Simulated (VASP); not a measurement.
Level of theory: PBE GGA, VASP's PBE PAW potentials (set 64) (plane waves; VASP).

VASP input:

KPOINTS:
```
Automatic mesh
0
Gamma
6 6 6
0 0 0
```

### POSCAR
```
CsCl
1.0
  4.1200000000   0.0000000000   0.0000000000
  0.0000000000   4.1200000000   0.0000000000
  0.0000000000   0.0000000000   4.1200000000
Cs Cl
1 1
Cartesian
  0.0000000000   0.0000000000   0.0000000000
  2.0600000000   2.0600000000   2.0600000000
```

**INCAR**
```
ALGO = Normal
EDIFF = 1E-8
ENCUT = 500
GGA = PE
ISMEAR = 0
LASPH = .TRUE.
LCHARG = .FALSE.
LREAL = .FALSE.
LWAVE = .TRUE.
NELM = 100
PREC = Normal
SIGMA = 0.01
SYSTEM = CsCl
```

POTCAR, in this order: Cs_sv_GW Cl_GW (PBE.64 set). Program: vasp_std.

The run wrote:

File OSZICAR:
```
       N       E                     dE             d eps       ncg     rms          rms(c)
DAV:   1     0.141471091126E+03    0.14147E+03   -0.60924E+03   480   0.110E+03
DAV:   2     0.429575242864E+01   -0.13718E+03   -0.12827E+03   768   0.272E+02
DAV:   3    -0.834541112763E+01   -0.12641E+02   -0.12545E+02   624   0.934E+01
DAV:   4    -0.884749149875E+01   -0.50208E+00   -0.50130E+00   628   0.210E+01
DAV:   5    -0.887608138407E+01   -0.28590E-01   -0.28587E-01   700   0.502E+00    0.323E+00
DAV:   6    -0.830205771127E+01    0.57402E+00   -0.87519E-01   560   0.608E+00    0.237E+00
DAV:   7    -0.821240392001E+01    0.89654E-01   -0.38694E-01   668   0.370E+00    0.195E+00
DAV:   8    -0.821156712333E+01    0.83680E-03   -0.52943E-02   588   0.194E+00    0.231E-01
DAV:   9    -0.820919809553E+01    0.23690E-02   -0.12908E-02   576   0.751E-01    0.754E-02
DAV:  10    -0.820941629262E+01   -0.21820E-03   -0.11090E-03   592   0.325E-01    0.258E-02
DAV:  11    -0.820941300058E+01    0.32920E-05   -0.89786E-05   612   0.836E-02    0.122E-02
DAV:  12    -0.820941516014E+01   -0.21596E-05   -0.15951E-05   660   0.339E-02    0.125E-02
DAV:  13    -0.820941517758E+01   -0.17440E-07   -0.13121E-06   660   0.950E-03    0.451E-03
DAV:  14    -0.820941514749E+01    0.30092E-07   -0.54408E-07   588   0.480E-03    0.445E-04
DAV:  15    -0.820941518395E+01   -0.36467E-07   -0.29806E-08   576   0.171E-03    0.562E-04
DAV:  16    -0.820941518267E+01    0.12845E-08   -0.27285E-09   376   0.516E-04
   1 F= -.82094152E+01 E0= -.82094152E+01  d E =-.540788E-15
```

### OUTCAR
```
------------------------ aborting loop because EDIFF is reached ----------------------------------------
  FORCE on cell =-STRESS in cart. coord.  units (eV):
  Direction    XX          YY          ZZ          XY          YZ          ZX
  --------------------------------------------------------------------------------------
  Total        0.4391763      0.4391763      0.4391763      0.0000000      0.0000000      0.0000000
  in kB       10.0613854     10.0613854     10.0613854      0.0000000      0.0000000      0.0000000
  external PRESSURE =      10.0613854 kB  Pullay stress =       0.0000000 kB
  volume of cell :       69.93
      direct lattice vectors                 reciprocal lattice vectors
     4.120000000  0.000000000  0.000000000     0.242718447  0.000000000  0.000000000
     0.000000000  4.120000000  0.000000000     0.000000000  0.242718447  0.000000000
     0.000000000  0.000000000  4.120000000     0.000000000  0.000000000  0.242718447
 POSITION                                       TOTAL-FORCE (eV/Angst)
 -----------------------------------------------------------------------------------
      0.00000      0.00000      0.00000         0.000000      0.000000      0.000000
      2.06000      2.06000      2.06000         0.000000      0.000000      0.000000
 -----------------------------------------------------------------------------------
    total drift:                                0.000000      0.000000     -0.000000
  FREE ENERGIE OF THE ION-ELECTRON SYSTEM (eV)
  ---------------------------------------------------
  free  energy   TOTEN  =        -8.2094151827 eV

  energy  without entropy=       -8.2094151827  energy(sigma->0) =       -8.20941518
```
(Selected blocks of OUTCAR.)

File OUTCAR:
```
 val. band max:        0.4865324292   @ k =   0.0000   0.0000   0.0000

 cond. band min:       5.7689414423   @ k =   0.0000   0.0000   0.0000


 Fermi energy:         0.5372269088

 k-point     1 :       0.0000    0.0000    0.0000
  band No.  band energies     occupation
      1     -18.8688      2.00000
      2     -11.6943      2.00000
      3      -5.3587      2.00000
      4      -5.3587      2.00000
      5      -5.3587      2.00000
      6       0.4865      2.00000
      7       0.4865      2.00000
      8       0.4865      2.00000
      9       5.7689      0.00000
     10       5.8902      0.00000
     11       5.8902      0.00000
     12      10.5264      0.00000

 k-point     2 :       0.1667    0.0000    0.0000
  band No.  band energies     occupation
      1     -18.8484      2.00000
      2     -11.7044      2.00000
      3      -5.5068      2.00000
      4      -5.3239      2.00000
      5      -5.3239      2.00000
      6       0.1402      2.00000
      7       0.4304      2.00000
      8       0.4304      2.00000
      9       6.0727      0.00000
     10       6.3634      0.00000
     11       6.5647      0.00000
     12      10.2932      0.00000

 k-point     3 :       0.3333    0.0000    0.0000
  band No.  band energies     occupation
      1     -18.8068      2.00000
      2     -11.7276      2.00000
      3      -5.7714      2.00000
      4      -5.2522      2.00000
      5      -5.2522      2.00000
      6      -0.4320      2.00000
      7       0.3132      2.00000
      8       0.3132      2.00000
      9       6.5525      0.00000
     10       7.4835      0.00000
     11       8.2614      0.00000
     12      10.0515      0.00000

 k-point     4 :       0.5000    0.0000    0.0000
  band No.  band energies     occupation
      1     -18.7858      2.00000
      2     -11.7408      2.00000
      3      -5.8900      2.00000
      4      -5.2151      2.00000
      5      -5.2151      2.00000
      6      -0.6796      2.00000
...
```

Unless said otherwise, spin-orbit coupling is left out, though it shifts the bands of the heavy elements here.

The compound is CsCl in the CsCl type structure. The cell was not relaxed at this level.
